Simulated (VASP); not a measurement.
# BN (P6_3/mmc) in VASP: further runs, part 2 of 3

VASP 6.6.1.

**3. Relaxation of shape and atoms at fixed volume, PBE+D3(BJ) (a relaxed cell with its volume scaled by 1.06)**

INCAR

```
SYSTEM = BN
  ALGO = Fast
  EDIFF = 1E-7
  EDIFFG = -0.002
  ENCUT = 520
  GGA = PE
  IBRION = 2
  ISIF = 4
  ISMEAR = 0
  IVDW = 12
  LASPH = .True.
  LCHARG = .False.
  LREAL = .False.
  LWAVE = .False.
  NELM = 100
  NSW = 80
  PREC = Accurate
  SIGMA = 0.02
```

KPOINTS

```
k-points
0
Gamma
  9 9 4
  0 0 0
```

POSCAR

```
BN                                      
1.0
    2.5559762984      0.0000000000      0.0000000000
   -1.2779881492      2.2135404010      0.0000000000
    0.0000000000      0.0000000000      6.7147713988
  B               N             
     2     2
Direct
     0.3333333300000021    0.6666666699999979    0.2500000000000000
     0.6666666699999979    0.3333333300000021    0.7500000000000000
     0.3333333300000021    0.6666666699999979    0.7500000000000000
     0.6666666699999979    0.3333333300000021    0.2500000000000000
```

Potentials or basis: VASP PAW PBE potentials, release 64 (B, N).

Command:

```sh
$ cat potpaw_PBE.64/B/POTCAR potpaw_PBE.64/N/POTCAR > POTCAR
$ mpirun -np 1 vasp_std > vasp.out
```

OUTCAR:

```text
SYSTEM = BN
   EDIFF = 1E-7
   EDIFFG = -0.002
   ENCUT = 520
   GGA = PE
   IBRION = 2
   ISIF = 4
   ISMEAR = 0
   IVDW = 12
   LASPH = .True.
   LREAL = .False.
   NELM = 100
   NSW = 80
   PREC = Accurate
 IVDW          = 12

 ion  position               nearest neighbor table
   1  0.333  0.667  0.250-   4 1.48   4 1.48   4 1.48
   2  0.667  0.333  0.750-   3 1.48   3 1.48   3 1.48
   3  0.333  0.667  0.750-   2 1.48   2 1.48   2 1.48
   4  0.667  0.333  0.250-   1 1.48   1 1.48   1 1.48

  LATTYP: Found a hexagonal cell.
 ALAT       =     2.5559762984
 C/A-ratio  =     2.6270867234

  Lattice vectors:

 A1 = (   2.5559762984,   0.0000000000,   0.0000000000)
 A2 = (  -1.2779881492,   2.2135404010,   0.0000000000)
 A3 = (   0.0000000000,   0.0000000000,   6.7147713988)

Analysis of symmetry for initial positions (statically):
=====================================================================
 Subroutine PRICEL returns:
 Original cell was already a primitive cell.

 Routine SETGRP: Setting up the symmetry group for a
 hexagonal supercell.

 Subroutine GETGRP returns: Found 24 space group operations
 (whereof 12 operations were pure point group operations)
 out of a pool of 24 trial point group operations.

The static configuration has the point symmetry D_3d.
 The point group associated with its full space group is D_6h.

Analysis of symmetry for dynamics (positions and initial velocities):
=====================================================================
 Subroutine PRICEL returns:
 Original cell was already a primitive cell.

 Routine SETGRP: Setting up the symmetry group for a
 hexagonal supercell.

 Subroutine GETGRP returns: Found 24 space group operations
 (whereof 12 operations were pure point group operations)
 out of a pool of 24 trial point group operations.

The dynamic configuration has the point symmetry D_3d.
 The point group associated with its full space group is D_6h.

 Subroutine INISYM returns: Found 24 space group operations
 (whereof 12 operations are pure point group operations),
 and found     1 'primitive' translations

----------------------------------------------------------------------------------------
[... 117 lines left out ...]
     AMIX_MAG =   1.60;   BMIX_MAG =  1.00
  volume/ion in A,a.u.               =       9.50        64.09
  Fermi-wavevector in a.u.,A,eV,Ry     =   1.227127  2.318935 20.488220  1.505842
  Thomas-Fermi vector in A             =   2.362102
   LORBIT       =      0    0 simple, 1 ext, 2 COOP (PROOUT), +10 PAW based schemes
   GGA     = PE    functional components
   LHFCALC =     F    Hartree Fock is set to
   AEXX    =    0.0000 exact exchange contribution
   IVDW    =    12    specifies the selected vdW correction
   LEPSILON=     F    determine dielectric tensor
   LRPA    =     F    only Hartree local field effects (RPA)
 conjugate gradient relaxation of ions
 non-spin polarized calculation
 RMM-DIIS sequential band-by-band and
 Gauss-broadening in eV      SIGMA  =   0.02
  energy-cutoff  :      520.00
  volume of cell :       37.99
 maximum number of plane-waves:      1044
 NGX is ok and might be reduce to    20
   NGX =  9   NGY =  9   NGZ = 25

--------------------------------------- Ionic step        1  -------------------------------------------

 number of electron      16.0000001 magnetization

 Free energy of the ion-electron system (eV)
  ---------------------------------------------------
  ext. energy  EPLUGINS =         0.00000000
  ---------------------------------------------------
  free energy    TOTEN  =       -35.09573224 eV

  energy without entropy =      -35.09573224  energy(sigma->0) =      -35.09573224

------------------------ aborting loop because EDIFF is reached ----------------------------------------

 Edisp (eV)   -0.53440

 E8    (eV) :    -0.1563
[... 75 lines left out ...]
--------------------------------------- Ionic step        3  -------------------------------------------

 number of electron      16.0000003 magnetization

 Free energy of the ion-electron system (eV)
  ---------------------------------------------------
  ext. energy  EPLUGINS =         0.00000000
  ---------------------------------------------------
  free energy    TOTEN  =       -35.18001924 eV

  energy without entropy =      -35.18001924  energy(sigma->0) =      -35.18001924

 E-fermi :   2.0066     XC(G=0):  -9.7425

 val. band max:        1.8732953947   @ k =   0.3333   0.3333   0.5000
 cond. band min:       6.3107335626   @ k =   0.4444   0.1111   0.0000
 fundamental gap:      4.4374381679
 Fermi energy:         2.0066084327

 k-point     1 :       0.0000    0.0000    0.0000
  band No.  band energies     occupation
      1     -15.8400      2.00000
      2     -15.6363      2.00000
      3      -4.1127      2.00000
      4      -2.4279      2.00000
      5       0.5330      2.00000
      6       0.5330      2.00000
      7       0.5559      2.00000
      8       0.5559      2.00000
      9       6.8701      0.00000
     10      11.6143      0.00000
     11      13.3758      0.00000
     12      13.3785      0.00000
[... 331 lines left out ...]
 k-point    24 :       0.3333    0.3333    0.2500
  band No.  band energies     occupation
      1     -12.0971      2.00000
      2     -12.0971      2.00000
      3      -6.0197      2.00000
      4      -5.9414      2.00000
      5      -5.2689      2.00000
      6      -5.2689      2.00000
      7       1.8503      2.00000
      8       1.8503      2.00000
      9       6.5767      0.00000
     10       6.5767      0.00000
     11      13.0772      0.00000
     12      15.2381      0.00000

 [... further k-points ...]

------------------------ aborting loop because EDIFF is reached ----------------------------------------

 Edisp (eV)   -0.53015

 E8    (eV) :    -0.1543
[... 27 lines left out ...]
  FREE ENERGIE OF THE ION-ELECTRON SYSTEM (eV)
  ---------------------------------------------------
  free  energy   TOTEN  =       -35.7101731996 eV

  energy  without entropy=      -35.7101731996  energy(sigma->0) =      -35.71017320

 reached required accuracy - stopping structural energy minimisation
```

OSZICAR:

```text
N       E                     dE             d eps       ncg     rms          rms(c)
DAV:   1     0.625124531653E+02    0.62512E+02   -0.82188E+03   864   0.122E+03
DAV:   2    -0.339721280621E+02   -0.96485E+02   -0.87863E+02  1260   0.263E+02
DAV:   3    -0.382300034123E+02   -0.42579E+01   -0.42392E+01  1100   0.584E+01
[... 29 lines left out ...]
RMM:   2    -0.351800943244E+02    0.17048E-03   -0.19410E-04   864   0.119E-01    0.390E-02
RMM:   3    -0.351800190370E+02    0.75287E-04   -0.17915E-04   864   0.101E-01    0.895E-03
RMM:   4    -0.351800190846E+02   -0.47598E-07   -0.13584E-05   864   0.386E-02    0.230E-03
RMM:   5    -0.351800192664E+02   -0.18177E-06   -0.27041E-06   864   0.144E-02    0.176E-03
RMM:   6    -0.351800192421E+02    0.24220E-07   -0.39694E-07   724   0.666E-03
   3 F= -.35710173E+02 E0= -.35710173E+02  d E =-.800360E-01
```

CONTCAR:

```text
BN
   1.00000000000000
     2.5102787515622560    0.0000000000000000    0.0000000000000000
    -1.2551393757811280    2.1739651651818437    0.0000000000000000
     0.0000000000000000    0.0000000000000000    6.9614703284083372
  B               N
     2     2
Direct
     0.3333333300000021    0.6666666699999979    0.2500000000000000
     0.6666666699999979    0.3333333300000021    0.7500000000000000
     0.3333333300000021    0.6666666699999979    0.7500000000000000
     0.6666666699999979    0.3333333300000021    0.2500000000000000

  0.00000000E+00  0.00000000E+00  0.00000000E+00
  0.00000000E+00  0.00000000E+00  0.00000000E+00
  0.00000000E+00  0.00000000E+00  0.00000000E+00
  0.00000000E+00  0.00000000E+00  0.00000000E+00
```

Wall time 19 s (1 thread of Intel Xeon 6975P-C (Granite Rapids), shared host); peak memory 0.16 GiB.

Results:

| Property | Result |
| --- | --- |
| Free energy | -35.7102 eV |
| Energy gained by relaxing | 20.0 meV/atom |
| Ionic steps | 3 |
| Pressure after relaxing | -1.3 GPa |
| Band gap on the k mesh | 4.44 eV, indirect (least direct gap 4.64 eV) |
| Dispersion energy per atom | -0.133 eV |

Step by step:
```
step  energy change (eV)  largest force (eV/Å)  pressure (GPa)  volume (Å³)
   1              0.0000                0.0000          -12.76        37.99
   2             -0.0799                0.0000           -1.72        37.99
   3             -0.0800                0.0000           -1.33        37.99
```

Final structure:
```xyz
4
Lattice="2.5103 0.0000 0.0000 -1.2551 2.1740 0.0000 0.0000 0.0000 6.9615" Properties=species:S:1:pos:R:3 pbc="T T T"
B     0.0000    1.4493    1.7404
B     1.2551    0.7247    5.2211
N     0.0000    1.4493    5.2211
N     1.2551    0.7247    1.7404
```

Levels at points of the mesh, in eV from the valence-band top:
| k point | band 4 | band 5 | band 6 | band 7 | band 8 | band 9 | band 10 | band 11 | band 12 |
| --- | --- | --- | --- | --- | --- | --- | --- | --- | --- |
| (0.00, 0.00, 0.00) | -4.30 | -1.34 | -1.34 | -1.32 | -1.32 | 5.00 | 9.74 | 11.50 | 11.51 |
| (0.00, 0.00, 0.50) | -5.23 | -1.33 | -1.33 | -1.33 | -1.33 | 7.10 | 7.10 | 11.54 | 11.54 |

Caveat: an odd mesh through Γ misses points on the zone boundary, where band edges often lie.

[end of part 2 of 3]
